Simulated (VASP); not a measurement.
# C (Fd-3m) in VASP: phonons with LDA

Aim: the phonons of C with LDA.

Everything below comes from runs of VASP 6.6.1. Logs are shortened: lines on timing, memory, paths and dates and some standing lists are left out, and cuts for length are marked.

## Step 1: Starting point

It takes space group Fd-3m (No. 227, cubic). The conventional cell has a = 3.567 Å, b = 3.567 Å, c = 3.567 Å, α = 90.00°, β = 90.00°, γ = 90.00°. C (site symmetry -43m) is surrounded by 4 C at 1.54 Å.

This isn't the form of C at room conditions, which is graphite.

## Step 2: Phonons, LDA

Input file POSCAR:

```
C
1.0
    0.0000000000      1.7834000000      1.7834000000
    1.7834000000      0.0000000000      1.7834000000
    1.7834000000      1.7834000000      0.0000000000
C
2
Direct
    0.5000000000      0.5000000000      0.5000000000
    0.7500000000      0.7500000000      0.7500000000
```

Input file INCAR.step1:

```
SYSTEM = C
PREC = Accurate ; ENCUT = 600
EDIFF = 1E-8 ; ISMEAR = 0
SIGMA = 0.02 ; LREAL = .False.
LASPH = .True. ; NELM = 80
ALGO = Fast ; ISIF = 3
LWAVE = .False. ; LCHARG = .False.
IBRION = 2 ; NSW = 40
EDIFFG = -0.002
```

Input file INCAR.step2:

```
SYSTEM = C
PREC = Accurate ; ENCUT = 600
EDIFF = 1E-8 ; ISMEAR = 0
SIGMA = 0.02 ; LREAL = .False.
LASPH = .True. ; NELM = 80
ALGO = Fast ; ISIF = 2
LWAVE = .False. ; LCHARG = .False.
IBRION = 8 ; NSW = 1
```

Input file KPOINTS:

```
Automatic mesh
0
Gamma
  12 12 12
  0 0 0
```

Potentials or basis: VASP PAW LDA potentials, release 64 (C).

Command:

```bash
> cat potpaw_LDA.64/C/POTCAR > POTCAR
> cp INCAR.step1 INCAR
> mpirun -np 1 vasp_std > vasp.out
> cp CONTCAR POSCAR
> cp INCAR.step2 INCAR
> mpirun -np 1 vasp_std > vasp.out
```

OUTCAR:

```text
SYSTEM = C
   PREC = Accurate
   ENCUT = 600
   EDIFF = 1E-8
   ISMEAR = 0
   LREAL = .False.
   LASPH = .True.
   NELM = 80
   ISIF = 2
   IBRION = 8
   NSW = 1

 ion  position               nearest neighbor table
   1  0.500  0.500  0.500-   2 1.53   2 1.53   2 1.53   2 1.53
   2  0.750  0.750  0.750-   1 1.53   1 1.53   1 1.53   1 1.53

  LATTYP: Found a face centered cubic cell.
 ALAT       =     3.5336388033

  Lattice vectors:

 A1 = (   0.0000000000,   1.7668194017,   1.7668194017)
 A2 = (   1.7668194017,   0.0000000000,   1.7668194017)
 A3 = (   1.7668194017,   1.7668194017,   0.0000000000)

Analysis of symmetry for initial positions (statically):
=====================================================================
 Subroutine PRICEL returns:
 Original cell was already a primitive cell.

 Routine SETGRP: Setting up the symmetry group for a
 face centered cubic supercell.

 Subroutine GETGRP returns: Found 48 space group operations
 (whereof 24 operations were pure point group operations)
 out of a pool of 48 trial point group operations.

The static configuration has the point symmetry T_d .
 The point group associated with its full space group is O_h .

Analysis of symmetry for dynamics (positions and initial velocities):
=====================================================================
 Subroutine PRICEL returns:
 Original cell was already a primitive cell.

 Routine SETGRP: Setting up the symmetry group for a
 face centered cubic supercell.

 Subroutine GETGRP returns: Found 48 space group operations
 (whereof 24 operations were pure point group operations)
 out of a pool of 48 trial point group operations.

The dynamic configuration has the point symmetry T_d .
 The point group associated with its full space group is O_h .

 Subroutine INISYM returns: Found 48 space group operations
 (whereof 24 operations are pure point group operations),
 and found     1 'primitive' translations

[... 425 lines left out ...]
  Total        0.0050643      0.0050643      0.0050643     -0.0000000      0.0000000     -0.0000000
  in kB        0.7355636      0.7355636      0.7355636     -0.0000000      0.0000000     -0.0000000
  external PRESSURE =       0.7355636 kB  Pullay stress =       0.0000000 kB

 VOLUME and BASIS-vectors are now :
 -----------------------------------------------------------------------------
  energy-cutoff  :      600.00
  volume of cell :       11.03
      direct lattice vectors                 reciprocal lattice vectors
     0.000000000  1.766819402  1.766819402    -0.282994402  0.282994402  0.282994402
     1.766819402  0.000000000  1.766819402     0.282994402 -0.282994402  0.282994402
     1.766819402  1.766819402  0.000000000     0.282994402  0.282994402 -0.282994402

 POSITION                                       TOTAL-FORCE (eV/Angst)
 -----------------------------------------------------------------------------------
      1.76682      1.76682      1.76682        -0.000000     -0.000000     -0.000000
      2.65023      2.65023      2.65023         0.000000      0.000000      0.000000
 -----------------------------------------------------------------------------------
    total drift:                                0.000000     -0.000000      0.000000

  FREE ENERGIE OF THE ION-ELECTRON SYSTEM (eV)
  ---------------------------------------------------
  free  energy   TOTEN  =       -20.2522047194 eV

  energy  without entropy=      -20.2522047194  energy(sigma->0) =      -20.25220472

[... ionic steps 2 to 3 ...]

--------------------------------------- Ionic step        4  -------------------------------------------

 Free energy of the ion-electron system (eV)
  ---------------------------------------------------
  ---------------------------------------------------
  free energy    TOTEN  =        -0.11147930 eV

  energy without entropy =       -0.11147930

------------------------ aborting loop because EDIFF is reached ----------------------------------------

 INTERNAL STRAIN TENSOR  FOR ION    1  DIRECTION 1   (eV/Angst):
 -----------------------------------------------------------------------------
     0.00531  0.00000  0.00000
     0.00000 -0.00217  4.12053
     0.00000  4.12053 -0.00217

 INTERNAL STRAIN TENSOR FOR ION    2 for displacements in x,y,z  (eV/Angst):
          X           Y           Z          XY          YZ          ZX
  --------------------------------------------------------------------------------
  x    -0.00000     0.00000     0.00000     0.00000    -4.12053     0.00000
  y     0.00000    -0.00000     0.00000     0.00000     0.00000    -4.12053
  z     0.00000     0.00000    -0.00000    -4.12053     0.00000     0.00000

 SECOND DERIVATIVES (NOT SYMMETRIZED)
 ------------------------------------
               1X          1Y          1Z          2X          2Y          2Z
  1X   -38.737942    0.000000    0.000000   38.737942    0.000000    0.000000
  1Y     0.000000  -38.737942    0.000000    0.000000   38.737942    0.000000
  1Z     0.000000    0.000000  -38.737942    0.000000    0.000000   38.737942
  2X    38.737942    0.000000    0.000000  -38.737942    0.000000    0.000000
  2Y     0.000000   38.737942    0.000000    0.000000  -38.737942    0.000000
  2Z     0.000000    0.000000   38.737942    0.000000    0.000000  -38.737942

 Eigenvectors and eigenvalues of the dynamical matrix
 ----------------------------------------------------

   1 f  =   39.704928 THz   249.473421 2PiTHz 1324.413844 cm-1   164.206315 meV
             X         Y         Z           dx          dy          dz
      1.766819  1.766819  1.766819     0.000000   -0.707107    0.000000
      2.650229  2.650229  2.650229     0.000000    0.707107    0.000000
[... 21 lines left out ...]
   6 f  =    0.000000 THz     0.000000 2PiTHz    0.000000 cm-1     0.000000 meV
             X         Y         Z           dx          dy          dz
      1.766819  1.766819  1.766819     0.000000    0.000000    0.707107
      2.650229  2.650229  2.650229     0.000000    0.000000    0.707107

--------------------------------------------------------------------------------------------------------

 ELASTIC MODULI CONTR FROM IONIC RELAXATION (kBar)
 Direction    XX          YY          ZZ          XY          YZ          ZX
 --------------------------------------------------------------------------------
 XX          -0.0000      0.0000      0.0000      0.0000     -0.0000      0.0000
 YY           0.0000     -0.0000     -0.0000      0.0000      0.0000     -0.0000
 ZZ           0.0000     -0.0000     -0.0000     -0.0000      0.0000      0.0000
 XY           0.0000      0.0000     -0.0000    -63.6610      0.0000      0.0000
 YZ          -0.0000      0.0000      0.0000      0.0000    -63.6610      0.0000
 ZX           0.0000     -0.0000      0.0000      0.0000      0.0000    -63.6610
 --------------------------------------------------------------------------------
```

OSZICAR.step1:

```text
N       E                     dE             d eps       ncg     rms          rms(c)
DAV:   1    -0.550485059682E+00   -0.55049E+00   -0.55043E+03  1240   0.108E+03
DAV:   2    -0.209141234859E+02   -0.20364E+02   -0.19000E+02  1872   0.121E+02
DAV:   3    -0.210416182316E+02   -0.12749E+00   -0.12749E+00  1224   0.122E+01
[... 49 lines left out ...]
       N       E                     dE             d eps       ncg     rms          rms(c)
DAV:   1    -0.202539061669E+02   -0.23205E-05   -0.34706E-05  1296   0.608E-02    0.542E-03
RMM:   2    -0.202539057144E+02    0.45251E-06   -0.29196E-07  1152   0.578E-03    0.286E-03
RMM:   3    -0.202539055938E+02    0.12064E-06   -0.31656E-07  1152   0.515E-03    0.248E-04
RMM:   4    -0.202539055988E+02   -0.49932E-08   -0.19535E-08   902   0.172E-03
   6 F= -.20253906E+02 E0= -.20253906E+02  d E =-.164691E-05
```

Wall time 26 s (1 thread of Intel Xeon 6975P-C (Granite Rapids), shared host); peak memory 0.16 GiB.

Results:

* Relaxed volume: 5.52 Å³/atom
* Relaxed cell: a = 2.499 Å, b = 2.499 Å, c = 2.499 Å, α = 60.00°, β = 60.00°, γ = 60.00°
* Space group after relaxing (to 0.05 Å): Fd-3m (No. 227)
* Highest phonon frequency at Γ: 1324 cm⁻¹

Step by step:
```csv
step,energy change (eV),largest force (eV/Å),pressure (GPa),volume (Å³)
1,0.0000,0.0000,-12.39,11.34
2,0.0090,0.0000,17.99,10.64
3,-0.0124,0.0000,-0.12,11.03
4,-0.0124,0.0000,0.15,11.03
5,-0.0124,0.0000,-0.15,11.03
6,-0.0124,0.0000,0.00,11.03
```

Final structure:
```
C
1.0
     0.00000    1.76682    1.76682
     1.76682    0.00000    1.76682
     1.76682    1.76682    0.00000
C
2
Cartesian
  1.7668 1.7668 1.7668
  2.6502 2.6502 2.6502
```

Phonon frequencies in cm⁻¹ (negative: imaginary):
| q point | frequencies |
| --- | --- |
| (0.000, 0.000, 0.000) | 0 0 0 1324 1324 1324 |
